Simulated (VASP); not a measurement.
Input of a VASP 6.6.1 run:

File INCAR:

```
SYSTEM = Bi
  ALGO = Normal
  EDIFF = 1E-7
  EDIFFG = -0.005
  ENCUT = 600
  IBRION = 2
  ISIF = 3
  ISMEAR = 1
  LASPH = .True.
  LCHARG = .False.
  LMIXTAU = .True.
  LREAL = .False.
  LWAVE = .False.
  METAGGA = R2SCAN
  NELM = 80
  NSW = 90
  PREC = Accurate
  SIGMA = 0.1
```

The input KPOINTS:

```
k-points
0
Gamma
  14 14 14
  0 0 0
```

POSCAR

```
Bi                                      
1.0
   -1.9807539658      1.9807539658      1.9807539658
    1.9807539658     -1.9807539658      1.9807539658
    1.9807539658      1.9807539658     -1.9807539658
  Bi            
     1
Direct
     0.0000000000000000    0.0000000000000000    0.0000000000000000
```

Potentials or basis: VASP PAW PBE potentials, release 64 (Bi_d).

Command:

```bash
$ cat potpaw_PBE.64/Bi_d/POTCAR > POTCAR
$ mpirun -np 1 vasp_std > vasp.out
```

(1) Predict the band gap on the k mesh.

Results:

(1) none (metal or under the smearing width).

Caveat: the relaxation stopped at its first step, so nothing moved; spin-orbit coupling is left out, which moves the levels of the heavy elements.
